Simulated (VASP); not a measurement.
# NaI (Fm-3m) in VASP: notebook

One crystal, NaI, is run at these levels: PBE, optPBE-vdW, vdW-DF; tasks: single point, relaxation of cell and atoms.

Program: VASP 6.6.1. These are calculated values, not measurements. Logs are shortened: lines on timing, memory, paths and dates and some standing lists are left out, and cuts for length are marked.

### 1 The structure

The structure is cubic, space group Fm-3m (No. 225). Conventional cell: a = 6.473 Å, b = 6.473 Å, c = 6.473 Å, α = 90.00°, β = 90.00°, γ = 90.00°. I (site symmetry m-3m) has 6 Na at 3.24 Å as nearest neighbours. Around Na (site symmetry m-3m) lie 6 I at 3.24 Å.

### 2 Single point, PBE

INCAR reads:

```
ALGO = Fast
EDIFF = 1E-6
ENCUT = 520
GGA = PE
ISIF = 2
ISMEAR = 0
LASPH = T
LCHARG = T
LELF = T
LREAL = F
LVHAR = T
LWAVE = F
NBANDS = 14
NELM = 80
PREC = Accurate
SIGMA = 0.013000000000000001
```

KPOINTS reads:

```
k-points
0
Gamma
  7 7 7
```

POSCAR reads:

```
NaI
1.0
    0.0000000000      3.2364000000      3.2364000000
    3.2364000000      0.0000000000      3.2364000000
    3.2364000000      3.2364000000      0.0000000000
I Na
1 1
Direct
    0.5000000000      0.5000000000      0.5000000000
    0.0000000000      0.0000000000      0.0000000000
```

Potentials or basis: VASP PAW PBE potentials, release 64 (I, Na_pv).

Run with:

```console
cat potpaw_PBE.64/I/POTCAR potpaw_PBE.64/Na_pv/POTCAR > POTCAR
mpirun -np 1 vasp_std > vasp.out
```

OUTCAR:

```text
EDIFF = 1E-6
   ENCUT = 520
   GGA = PE
   ISIF = 2
   ISMEAR = 0
   LASPH = T
   LREAL = F
   NELM = 80
   PREC = Accurate

 ion  position               nearest neighbor table
   1  0.500  0.500  0.500-
   2  0.000  0.000  0.000-

  LATTYP: Found a face centered cubic cell.
 ALAT       =     6.4728000000

  Lattice vectors:

 A1 = (   0.0000000000,   3.2364000000,   3.2364000000)
 A2 = (   3.2364000000,   0.0000000000,   3.2364000000)
 A3 = (   3.2364000000,   3.2364000000,   0.0000000000)

Analysis of symmetry for initial positions (statically):
=====================================================================
 Subroutine PRICEL returns:
 Original cell was already a primitive cell.

 Routine SETGRP: Setting up the symmetry group for a
 face centered cubic supercell.

 Subroutine GETGRP returns: Found 48 space group operations
 (whereof 48 operations were pure point group operations)
 out of a pool of 48 trial point group operations.

The static configuration has the point symmetry O_h .

Analysis of symmetry for dynamics (positions and initial velocities):
=====================================================================
 Subroutine PRICEL returns:
 Original cell was already a primitive cell.

 Routine SETGRP: Setting up the symmetry group for a
 face centered cubic supercell.

 Subroutine GETGRP returns: Found 48 space group operations
 (whereof 48 operations were pure point group operations)
 out of a pool of 48 trial point group operations.

The dynamic configuration has the point symmetry O_h .

 Subroutine INISYM returns: Found 48 space group operations
 (whereof 48 operations are pure point group operations),
 and found     1 'primitive' translations

----------------------------------------------------------------------------------------

                                     Primitive cell

  volume of cell :      67.7980

  direct lattice vectors                    reciprocal lattice vectors
     0.000000000  3.236400000  3.236400000    -0.154492646  0.154492646  0.154492646
     3.236400000  0.000000000  3.236400000     0.154492646 -0.154492646  0.154492646
     3.236400000  3.236400000  0.000000000     0.154492646  0.154492646 -0.154492646

  length of vectors
     4.576960773  4.576960773  4.576960773     0.267589113  0.267589113  0.267589113

  position of ions in fractional coordinates (direct lattice)
     0.500000000  0.500000000  0.500000000
     0.000000000  0.000000000  0.000000000

  ion indices of the primitive-cell ions
   primitive index   ion index
                 1           1
                 2           2

----------------------------------------------------------------------------------------

 KPOINTS: k-points

Automatic generation of k-mesh.
 Grid dimensions read from file:
 generate k-points for:    7    7    7

 Generating k-lattice:

  Cartesian coordinates                     Fractional coordinates (reciprocal lattice)
    -0.022070378  0.022070378  0.022070378     0.142857143  0.000000000  0.000000000
     0.022070378 -0.022070378  0.022070378     0.000000000  0.142857143  0.000000000
     0.022070378  0.022070378 -0.022070378     0.000000000  0.000000000  0.142857143

  Length of vectors
     0.038227016  0.038227016  0.038227016

  Shift w.r.t. Gamma in fractional coordinates (k-lattice)
     0.000000000  0.000000000  0.000000000

 Subroutine IBZKPT returns following result:
 ===========================================

 Found     20 irreducible k-points:

 Following reciprocal coordinates:
            Coordinates               Weight
  0.000000  0.000000  0.000000      1.000000
  0.142857  0.000000  0.000000      8.000000
  0.285714  0.000000  0.000000      8.000000
  0.428571  0.000000  0.000000      8.000000
  0.142857  0.142857  0.000000      6.000000
  0.285714  0.142857  0.000000     24.000000
[... 12 lines left out ...]
 -0.428571  0.428571  0.142857     24.000000
 -0.285714  0.428571  0.142857     24.000000
   k-points           NKPTS =     20   k-points in BZ     NKDIM =     20   number of bands    NBANDS=     14
   number of dos      NEDOS =    301   number of ions     NIONS =      2
   total plane-waves  NPLWV =  46656
   dimension x,y,z NGX =    36 NGY =   36 NGZ =   36
   dimension x,y,z NGXF=    72 NGYF=   72 NGZF=   72
   ions per type =               1   1
   NGX,Y,Z   is equivalent  to a cutoff of  13.08, 13.08, 13.08 a.u.
   NGXF,Y,Z  is equivalent  to a cutoff of  26.15, 26.15, 26.15 a.u.
 SYSTEM =  unknown system
   PREC   = accura    normal or accurate (medium, high low for compatibility)
   ISTART =      0    job   : 0-new  1-cont  2-samecut
   ICHARG =      2    charge: 1-file 2-atom 10-const
   ISPIN  =      1    spin polarized calculation?
   LNONCOLLINEAR =      F non collinear calculations
   LSORBIT =      F    spin-orbit coupling
   LASPH  =      T    aspherical Exc in radial PAW
   ENCUT  =  520.0 eV  38.22 Ry    6.18 a.u.   8.51  8.51  8.51*2*pi/ulx,y,z
   NELM   =     80;   NELMIN=  2; NELMDL= -5     # of ELM steps
   EDIFF  = 0.1E-05   stopping-criterion for ELM
   LREAL  =      F    real-space projection
   EDIFFG = 0.1E-04   stopping-criterion for IOM
   NSW    =      0    number of steps for IOM
   IBRION =     -1    ionic relax: 0-MD 1-quasi-New 2-CG
   NFREE  =      0    steps in history (QN), initial steepest desc. (CG)
   ISIF   =      2    stress and relaxation
   ISYM   =      2    0-nonsym 1-usesym 2-fastsym
   POTIM  = 0.5000    time-step for ionic-motion
   TEBEG  =    0.0;   TEEND  =   0.0 temperature during run
   PSTRESS=    0.0 pullay stress
   NELECT =      14.0000    total number of electrons
   NUPDOWN=      -1.0000    fix difference up-down
   EMIN   =  10.00;   EMAX   =-10.00  energy-range for DOS
   EFERMI =   0.00;   METHOD = LEGACY
   ISMEAR =     0;   SIGMA  =   0.01  broadening in eV -4-tet -1-fermi 0-gaus
   EFERMI_NEDOS =   21; number of points for ismear=-14 and -15
   IALGO  =     68    algorithm
   IMIX   =      4    mixing-type and parameters
     AMIX     =   0.40;   BMIX     =  1.00
     AMIX_MAG =   1.60;   BMIX_MAG =  1.00
  volume/ion in A,a.u.               =      33.90       228.76
  Fermi-wavevector in a.u.,A,eV,Ry     =   0.967636  1.828567 12.739397  0.936319
  Thomas-Fermi vector in A             =   2.097538
   LORBIT       =      0    0 simple, 1 ext, 2 COOP (PROOUT), +10 PAW based schemes
   GGA     = PE    functional components
   LHFCALC =     F    Hartree Fock is set to
   AEXX    =    0.0000 exact exchange contribution
   IVDW    =     0    specifies the selected vdW correction
   LEPSILON=     F    determine dielectric tensor
   LRPA    =     F    only Hartree local field effects (RPA)
 non-spin polarized calculation
 RMM-DIIS sequential band-by-band and
 Gauss-broadening in eV      SIGMA  =   0.01
  energy-cutoff  :      520.00
  volume of cell :       67.80
 maximum number of plane-waves:      1841
 NGX is ok and might be reduce to    36
   NGX = 17   NGY = 17   NGZ = 17

 number of electron      13.9999993 magnetization

 Free energy of the ion-electron system (eV)
  ---------------------------------------------------
  ext. energy  EPLUGINS =         0.00000000
  ---------------------------------------------------
  free energy    TOTEN  =        -5.38505415 eV

  energy without entropy =       -5.38505415  energy(sigma->0) =       -5.38505415

 E-fermi :   0.9460     XC(G=0):  -7.7046

 val. band max:        0.8068003876   @ k =   0.0000   0.0000   0.0000
 cond. band min:       4.4473232722   @ k =   0.0000   0.0000   0.0000
 fundamental gap:      3.6405228845
 Fermi energy:         0.9459548989

 k-point     1 :       0.0000    0.0000    0.0000
  band No.  band energies     occupation
      1     -21.6325      2.00000
      2     -21.6324      2.00000
      3     -21.6324      2.00000
      4     -10.2107      2.00000
      5       0.8068      2.00000
      6       0.8068      2.00000
      7       0.8068      2.00000
      8       4.4473      0.00000
      9       8.7363      0.00000
     10       8.7363      0.00000
     11       8.7363      0.00000
     12      10.5545      0.00000
     13      10.5545      0.00000
     14      11.2423      0.00000

 k-point     2 :       0.1429    0.0000    0.0000
  band No.  band energies     occupation
      1     -21.6334      2.00000
      2     -21.6325      2.00000
      3     -21.6325      2.00000
      4     -10.1553      2.00000
      5       0.2324      2.00000
      6       0.7499      2.00000
      7       0.7499      2.00000
      8       5.0914      0.00000
      9       8.3136      0.00000
     10       8.9109      0.00000
     11       8.9109      0.00000
     12      10.0774      0.00000
     13      10.0774      0.00000
     14      11.7095      0.00000

 k-point     3 :       0.2857    0.0000    0.0000
  band No.  band energies     occupation
      1     -21.6357      2.00000
      2     -21.6327      2.00000
      3     -21.6326      2.00000
      4     -10.0248      2.00000
      5      -0.7015      2.00000
      6       0.6290      2.00000
      7       0.6290      2.00000
      8       5.8433      0.00000
      9       8.4784      0.00000
     10       8.6558      0.00000
     11       8.6558      0.00000
     12      10.6245      0.00000
     13      10.6245      0.00000
     14      11.0815      0.00000

 k-point     4 :       0.4286    0.0000    0.0000
  band No.  band energies     occupation
      1     -21.6375      2.00000
      2     -21.6328      2.00000
      3     -21.6328      2.00000
      4      -9.9136      2.00000
      5      -1.2937      2.00000
      6       0.5383      2.00000
      7       0.5383      2.00000
      8       5.9102      0.00000
      9       8.2997      0.00000
     10       8.2997      0.00000
     11       9.3996      0.00000
     12      10.9856      0.00000
     13      12.2332      0.00000
     14      12.2332      0.00000

 k-point     5 :       0.1429    0.1429    0.0000
  band No.  band energies     occupation
      1     -21.6333      2.00000
      2     -21.6328      2.00000
      3     -21.6327      2.00000
      4     -10.1376      2.00000
      5       0.2292      2.00000
      6       0.6453      2.00000
      7       0.6453      2.00000
      8       5.3139      0.00000
      9       7.9245      0.00000
     10       9.1159      0.00000
     11       9.1954      0.00000
[... 208 lines left out ...]
 k-point    18 :      -0.4286    0.2857    0.1429
  band No.  band energies     occupation
      1     -21.6364      2.00000
      2     -21.6343      2.00000
      3     -21.6333      2.00000
      4      -9.8572      2.00000
      5      -0.9901      2.00000
      6      -0.1892      2.00000
      7       0.2834      2.00000
      8       6.9175      0.00000
      9       7.2715      0.00000
     10       8.4823      0.00000
     11       9.4091      0.00000
     12      11.3056      0.00000
     13      12.3006      0.00000
     14      13.4726      0.00000

 k-point    19 :      -0.4286    0.4286    0.1429
  band No.  band energies     occupation
      1     -21.6360      2.00000
      2     -21.6344      2.00000
      3     -21.6340      2.00000
      4      -9.8301      2.00000
      5      -0.9216      2.00000
      6      -0.1788      2.00000
      7       0.0219      2.00000
      8       6.0791      0.00000
      9       7.1241      0.00000
     10       8.9786      0.00000
     11      10.2473      0.00000
     12      11.9108      0.00000
     13      12.8902      0.00000
     14      13.8952      0.00000

 k-point    20 :      -0.2857    0.4286    0.1429
  band No.  band energies     occupation
      1     -21.6354      2.00000
      2     -21.6354      2.00000
      3     -21.6339      2.00000
      4      -9.8182      2.00000
      5      -0.6784      2.00000
      6      -0.6181      2.00000
      7       0.0522      2.00000
      8       6.5222      0.00000
      9       7.8246      0.00000
     10       8.7432      0.00000
     11       9.1065      0.00000
     12      11.7616      0.00000
     13      12.3821      0.00000
     14      14.4124      0.00000

------------------------ aborting loop because EDIFF is reached ----------------------------------------

  FORCE on cell =-STRESS in cart. coord.  units (eV):
  Direction    XX          YY          ZZ          XY          YZ          ZX
  --------------------------------------------------------------------------------------
  -------------------------------------------------------------------------------------
  Total        0.1832966      0.1832966      0.1832966      0.0000000     -0.0000000     -0.0000000
  in kB        4.3316001      4.3316001      4.3316001      0.0000000     -0.0000000     -0.0000000
  external PRESSURE =       4.3316001 kB  Pullay stress =       0.0000000 kB

 VOLUME and BASIS-vectors are now :
 -----------------------------------------------------------------------------
  energy-cutoff  :      520.00
  volume of cell :       67.80
      direct lattice vectors                 reciprocal lattice vectors
     0.000000000  3.236400000  3.236400000    -0.154492646  0.154492646  0.154492646
     3.236400000  0.000000000  3.236400000     0.154492646 -0.154492646  0.154492646
     3.236400000  3.236400000  0.000000000     0.154492646  0.154492646 -0.154492646

 POSITION                                       TOTAL-FORCE (eV/Angst)
 -----------------------------------------------------------------------------------
      3.23640      3.23640      3.23640         0.000000     -0.000000     -0.000000
      0.00000      0.00000      0.00000         0.000000      0.000000      0.000000
 -----------------------------------------------------------------------------------
    total drift:                                0.000000      0.000000      0.000000

  FREE ENERGIE OF THE ION-ELECTRON SYSTEM (eV)
  ---------------------------------------------------
  free  energy   TOTEN  =        -5.3850541516 eV

  energy  without entropy=       -5.3850541516  energy(sigma->0) =       -5.38505415
```

Wall time 13 s (1 thread of Intel Xeon Platinum 8488C (Sapphire Rapids), shared host); peak memory 0.2 GiB.

Results:

```yaml
Free_energy: -5.3851 eV
Pressure: 0.4 GPa
Band_gap_on_the_k_mesh: 3.64 eV, direct
```

Caveat: spin-orbit coupling is left out, which moves the levels of the heavy elements.

(Continued in part 2 of 2.)
